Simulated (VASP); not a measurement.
# H (I4/mmm) in VASP: single point with r2SCAN

Aim: the single point of H with r2SCAN.

All numbers are computed with VASP 6.6.1; they aren't measurements. Logs are shortened: lines on timing, memory, paths and dates and some standing lists are left out, and cuts for length are marked.

**1. The structure**

Symmetry: I4/mmm, No. 139, tetragonal system. The conventional cell has a = 3.383 Å, b = 3.383 Å, c = 4.117 Å, α = 90.00°, β = 90.00°, γ = 90.00°. H (site symmetry 4mm) has 1 H at 0.74 Å as nearest neighbours.

**2. Single point, r2SCAN**

Input file POSCAR:

```
H
1.0
   -1.6915344700      1.6915344700      2.0584739900
    1.6915344700     -1.6915344700      2.0584739900
    1.6915344700      1.6915344700     -2.0584739900
H
2
Direct
    0.9098622900      0.9098622900      0.0000000000
    0.0901377100      0.0901377100      0.0000000000
```

Input file INCAR.step1:

```
SYSTEM = H
ALGO = Normal ; EDIFF = 1E-4
ENCUT = 520 ; GGA = PE
ISMEAR = 0 ; LASPH = .TRUE.
LCHARG = .FALSE. ; LREAL = .FALSE.
LWAVE = .TRUE. ; NBANDS = 8
NELM = 100 ; PREC = Accurate
SIGMA = 0.1
```

Input file INCAR.step2:

```
SYSTEM = H
ALGO = Normal ; EDIFF = 1E-6
ENCUT = 520 ; ISIF = 2
ISMEAR = 0 ; ISTART = 1
LASPH = .TRUE. ; LCHARG = .FALSE.
LMIXTAU = .TRUE. ; LREAL = .FALSE.
LWAVE = .FALSE. ; METAGGA = R2SCAN
NBANDS = 8 ; NELM = 100
PREC = Accurate ; SIGMA = 0.1
```

Input file KPOINTS:

```
k-points
0
G
  8 8 8
  0 0 0
```

Potentials or basis: VASP PAW PBE potentials, release 64 (H).

The run is started by

```sh
$ cat potpaw_PBE.64/H/POTCAR > POTCAR
$ cp INCAR.step1 INCAR
$ mpirun -np 1 vasp_std > vasp.out
$ cp INCAR.step2 INCAR
$ mpirun -np 1 vasp_std > vasp.out
```

OUTCAR:

```text
SYSTEM = H
   EDIFF = 1E-6
   ENCUT = 520
   ISIF = 2
   ISMEAR = 0
   ISTART = 1
   LASPH = .TRUE.
   LREAL = .FALSE.
   METAGGA = R2SCAN
   NELM = 100
   PREC = Accurate

 ion  position               nearest neighbor table
   1  0.910  0.910  0.000-   2 0.74
   2  0.090  0.090  0.000-   1 0.74

  LATTYP: Found a body centered tetragonal cell.
 ALAT       =     3.3830689400
 C/A-ratio  =     1.2169270130

  Lattice vectors:

 A1 = (  -1.6915344700,   1.6915344700,   2.0584739900)
 A2 = (   1.6915344700,  -1.6915344700,   2.0584739900)
 A3 = (   1.6915344700,   1.6915344700,  -2.0584739900)

Analysis of symmetry for initial positions (statically):
=====================================================================
 Subroutine PRICEL returns:
 Original cell was already a primitive cell.

 Routine SETGRP: Setting up the symmetry group for a
 body centered tetragonal supercell.

 Subroutine GETGRP returns: Found 16 space group operations
 (whereof 16 operations were pure point group operations)
 out of a pool of 16 trial point group operations.

The static configuration has the point symmetry D_4h.

Analysis of symmetry for dynamics (positions and initial velocities):
=====================================================================
 Subroutine PRICEL returns:
 Original cell was already a primitive cell.

 Routine SETGRP: Setting up the symmetry group for a
 body centered tetragonal supercell.

 Subroutine GETGRP returns: Found 16 space group operations
 (whereof 16 operations were pure point group operations)
 out of a pool of 16 trial point group operations.

The dynamic configuration has the point symmetry D_4h.

 Subroutine INISYM returns: Found 16 space group operations
 (whereof 16 operations are pure point group operations),
 and found     1 'primitive' translations

----------------------------------------------------------------------------------------

                                     Primitive cell

  volume of cell :      23.5596

  direct lattice vectors                    reciprocal lattice vectors
    -1.691534470  1.691534470  2.058473990     0.000000000  0.295589602  0.242898381
     1.691534470 -1.691534470  2.058473990     0.295589602  0.000000000  0.242898381
     1.691534470  1.691534470 -2.058473990     0.295589602  0.295589602  0.000000000

  length of vectors
     3.155929799  3.155929799  3.155929799     0.382587031  0.382587031  0.418026823

  position of ions in fractional coordinates (direct lattice)
     0.909862290  0.909862290  0.000000000
     0.090137710  0.090137710  0.000000000

  ion indices of the primitive-cell ions
   primitive index   ion index
                 1           1
                 2           2

----------------------------------------------------------------------------------------

 KPOINTS: k-points

Automatic generation of k-mesh.
 Grid dimensions read from file:
 generate k-points for:    8    8    8

 Generating k-lattice:

  Cartesian coordinates                     Fractional coordinates (reciprocal lattice)
     0.000000000  0.036948700  0.030362298     0.125000000  0.000000000  0.000000000
     0.036948700  0.000000000  0.030362298     0.000000000  0.125000000  0.000000000
     0.036948700  0.036948700  0.000000000     0.000000000  0.000000000  0.125000000

  Length of vectors
     0.047823379  0.047823379  0.052253353

  Shift w.r.t. Gamma in fractional coordinates (k-lattice)
     0.000000000  0.000000000  0.000000000

 Subroutine IBZKPT returns following result:
 ===========================================

 Found     59 irreducible k-points:

 Following reciprocal coordinates:
            Coordinates               Weight
  0.000000  0.000000  0.000000      1.000000
  0.125000  0.000000  0.000000      8.000000
  0.250000  0.000000  0.000000      8.000000
  0.375000 -0.000000  0.000000      8.000000
  0.500000  0.000000  0.000000      4.000000
  0.125000  0.125000  0.000000      8.000000
[... 16 lines left out ...]
  0.250000  0.125000  0.125000     16.000000
  0.375000  0.125000  0.125000      8.000000
 [... further k-points ...]
   k-points           NKPTS =     59   k-points in BZ     NKDIM =     59   number of bands    NBANDS=      8
   number of dos      NEDOS =    301   number of ions     NIONS =      2
   total plane-waves  NPLWV =  13824
   dimension x,y,z NGX =    24 NGY =   24 NGZ =   24
   dimension x,y,z NGXF=    48 NGYF=   48 NGZF=   48
   ions per type =               2
   NGX,Y,Z   is equivalent  to a cutoff of  12.64, 12.64, 12.64 a.u.
   NGXF,Y,Z  is equivalent  to a cutoff of  25.29, 25.29, 25.29 a.u.
 SYSTEM =  H
   PREC   = accura    normal or accurate (medium, high low for compatibility)
   ISTART =      1    job   : 0-new  1-cont  2-samecut
   ICHARG =      0    charge: 1-file 2-atom 10-const
   ISPIN  =      1    spin polarized calculation?
   LNONCOLLINEAR =      F non collinear calculations
   LSORBIT =      F    spin-orbit coupling
   LASPH  =      T    aspherical Exc in radial PAW
   ENCUT  =  520.0 eV  38.22 Ry    6.18 a.u.   5.87  5.87  5.87*2*pi/ulx,y,z
   NELM   =    100;   NELMIN=  2; NELMDL=  0     # of ELM steps
   EDIFF  = 0.1E-05   stopping-criterion for ELM
   LREAL  =      F    real-space projection
   EDIFFG = 0.1E-04   stopping-criterion for IOM
   NSW    =      0    number of steps for IOM
   IBRION =     -1    ionic relax: 0-MD 1-quasi-New 2-CG
   NFREE  =      0    steps in history (QN), initial steepest desc. (CG)
   ISIF   =      2    stress and relaxation
   ISYM   =      2    0-nonsym 1-usesym 2-fastsym
   POTIM  = 0.5000    time-step for ionic-motion
   TEBEG  =    0.0;   TEEND  =   0.0 temperature during run
   PSTRESS=    0.0 pullay stress
   NELECT =       2.0000    total number of electrons
   NUPDOWN=      -1.0000    fix difference up-down
   EMIN   =  10.00;   EMAX   =-10.00  energy-range for DOS
   EFERMI =   0.00;   METHOD = LEGACY
   ISMEAR =     0;   SIGMA  =   0.10  broadening in eV -4-tet -1-fermi 0-gaus
   EFERMI_NEDOS =   21; number of points for ismear=-14 and -15
   IALGO  =     38    algorithm
   IMIX   =      4    mixing-type and parameters
     AMIX     =   0.40;   BMIX     =  1.00
     AMIX_MAG =   1.60;   BMIX_MAG =  1.00
  volume/ion in A,a.u.               =      11.78        79.49
  Fermi-wavevector in a.u.,A,eV,Ry     =   0.719497  1.359653  7.043413  0.517676
  Thomas-Fermi vector in A             =   1.808708
   LORBIT       =      0    0 simple, 1 ext, 2 COOP (PROOUT), +10 PAW based schemes
   METAGGA = R2SCAN    functional components
   LHFCALC =     F    Hartree Fock is set to
   AEXX    =    0.0000 exact exchange contribution
   IVDW    =     0    specifies the selected vdW correction
   LEPSILON=     F    determine dielectric tensor
   LRPA    =     F    only Hartree local field effects (RPA)
 non-spin polarized calculation
 Gauss-broadening in eV      SIGMA  =   0.10
  energy-cutoff  :      520.00
  volume of cell :       23.56
 maximum number of plane-waves:       648
   NGX = 11   NGY = 11   NGZ = 11

 number of electron       2.0000000 magnetization

 Free energy of the ion-electron system (eV)
  ---------------------------------------------------
  ext. energy  EPLUGINS =         0.00000000
  ---------------------------------------------------
  free energy    TOTEN  =        -6.90202531 eV

  energy without entropy =       -6.90202531  energy(sigma->0) =       -6.90202531

 E-fermi :  -8.1873     XC(G=0):  -5.3742

 val. band max:       -8.6373847245   @ k =   0.5000   0.5000   0.5000
 cond. band min:       1.0291996077   @ k =   0.5000   0.0000   0.0000
 fundamental gap:      9.6665843321
 Fermi energy:        -8.1873102005

 k-point     1 :       0.0000    0.0000    0.0000
  band No.  band energies     occupation
      1     -11.0262      2.00000
      2       6.0573      0.00000
      3       9.2786      0.00000
      4      15.9207      0.00000
      5      15.9207      0.00000
      6      18.7443      0.00000
      7      18.7443      0.00000
      8      19.9977      0.00000

 k-point     2 :       0.1250    0.0000    0.0000
  band No.  band energies     occupation
      1     -10.8369      2.00000
      2       5.1041      0.00000
      3       9.7022      0.00000
      4      14.3760      0.00000
      5      14.9586      0.00000
      6      18.6324      0.00000
      7      19.2475      0.00000
      8      19.8170      0.00000

 k-point     3 :       0.2500    0.0000    0.0000
  band No.  band energies     occupation
      1     -10.3330      2.00000
      2       3.2984      0.00000
      3      10.0797      0.00000
      4      12.1854      0.00000
      5      13.7494      0.00000
      6      17.7526      0.00000
      7      18.3944      0.00000
      8      20.4598      0.00000

 k-point     4 :       0.3750   -0.0000    0.0000
  band No.  band energies     occupation
      1      -9.7397      2.00000
      2       1.6892      0.00000
      3       9.8315      0.00000
      4      11.2146      0.00000
      5      12.9966      0.00000
      6      16.5211      0.00000
      7      17.9780      0.00000
      8      20.3350      0.00000

 k-point     5 :       0.5000    0.0000    0.0000
  band No.  band energies     occupation
      1      -9.4571      2.00000
      2       1.0292      0.00000
      3       9.5567      0.00000
      4      11.0686      0.00000
      5      12.7484      0.00000
      6      16.0910      0.00000
      7      18.3137      0.00000
      8      19.1676      0.00000

 k-point     6 :       0.1250    0.1250    0.0000
  band No.  band energies     occupation
      1     -10.5143      2.00000
      2       3.7990      0.00000
      3      10.8352      0.00000
      4      11.5937      0.00000
      5      14.5394      0.00000
      6      17.9773      0.00000
      7      18.4850      0.00000
      8      20.6285      0.00000

 k-point     7 :       0.2500    0.1250    0.0000
  band No.  band energies     occupation
      1      -9.9632      2.00000
      2       2.3930      0.00000
      3       9.2761      0.00000
      4      11.1240      0.00000
      5      13.9804      0.00000
      6      17.0840      0.00000
      7      19.5327      0.00000
      8      20.8047      0.00000
[... 133 lines left out ...]
 k-point    20 :      -0.3750    0.3750    0.0000
  band No.  band energies     occupation
      1      -9.5584      2.00000
      2       3.3207      0.00000
      3       6.5591      0.00000
      4       9.6791      0.00000
      5      11.7533      0.00000
      6      13.1062      0.00000
      7      22.3431      0.00000
      8      25.1785      0.00000

 k-point    21 :       0.5000    0.5000    0.0000
  band No.  band energies     occupation
      1      -9.2454      2.00000
      2       2.9076      0.00000
      3       6.2387      0.00000
      4       8.6866      0.00000
      5      11.3626      0.00000
      6      12.6858      0.00000
      7      23.9823      0.00000
      8      26.9364      0.00000

 k-point    22 :       0.1250    0.1250    0.1250
  band No.  band energies     occupation
      1     -10.0067      2.00000
      2       3.0637      0.00000
      3       8.6732      0.00000
      4       9.6340      0.00000
      5      14.2698      0.00000
      6      17.5460      0.00000
      7      18.5903      0.00000
      8      22.7829      0.00000

 k-point    23 :       0.2500    0.1250    0.1250
  band No.  band energies     occupation
      1      -9.5215      2.00000
      2       2.1566      0.00000
      3       7.4087      0.00000
      4       8.4227      0.00000
      5      15.0202      0.00000
      6      17.0278      0.00000
      7      21.2934      0.00000
      8      21.9588      0.00000

 k-point    24 :       0.3750    0.1250    0.1250
  band No.  band energies     occupation
      1      -9.2991      2.00000
      2       1.8029      0.00000
      3       6.6996      0.00000
      4       8.1828      0.00000
      5      15.9454      0.00000
      6      16.1846      0.00000
      7      21.3039      0.00000
      8      23.3596      0.00000

 [... further k-points ...]
[... 5 lines left out ...]
  --------------------------------------------------------------------------------------
  -------------------------------------------------------------------------------------
  Total       -0.0001719     -0.0001719      0.0005951      0.0000000      0.0000000      0.0000000
  in kB       -0.0116904     -0.0116904      0.0404698      0.0000000      0.0000000      0.0000000
  external PRESSURE =       0.0056963 kB  Pullay stress =       0.0000000 kB

 VOLUME and BASIS-vectors are now :
 -----------------------------------------------------------------------------
  energy-cutoff  :      520.00
  volume of cell :       23.56
      direct lattice vectors                 reciprocal lattice vectors
    -1.691534470  1.691534470  2.058473990     0.000000000  0.295589602  0.242898381
     1.691534470 -1.691534470  2.058473990     0.295589602  0.000000000  0.242898381
     1.691534470  1.691534470 -2.058473990     0.295589602  0.295589602  0.000000000

 POSITION                                       TOTAL-FORCE (eV/Angst)
 -----------------------------------------------------------------------------------
      0.00000      0.00000      3.74586        -0.000000     -0.000000      0.003377
      0.00000      0.00000      0.37109         0.000000      0.000000     -0.003377
 -----------------------------------------------------------------------------------
    total drift:                               -0.000000      0.000000      0.000000

  FREE ENERGIE OF THE ION-ELECTRON SYSTEM (eV)
  ---------------------------------------------------
  free  energy   TOTEN  =        -6.9020253116 eV

  energy  without entropy=       -6.9020253116  energy(sigma->0) =       -6.90202531
```

It took 34 s on 1 thread of AMD EPYC 9R14 (Zen 4), shared host; peak memory 0.1 GiB.

Results:

```yaml
Free_energy: -6.9020 eV
Pressure: 0.0 GPa
Largest_force: 0.003 eV/Å
Band_gap_on_the_k_mesh: 9.67 eV, indirect (least direct gap 10.49 eV)
```

Forces on the atoms (eV/Å):
```
H    0.000  0.000  0.003
H    0.000  0.000 -0.003
```

Caveat: the PAW data sets were made with another functional, which shifts forces and pressure a little.
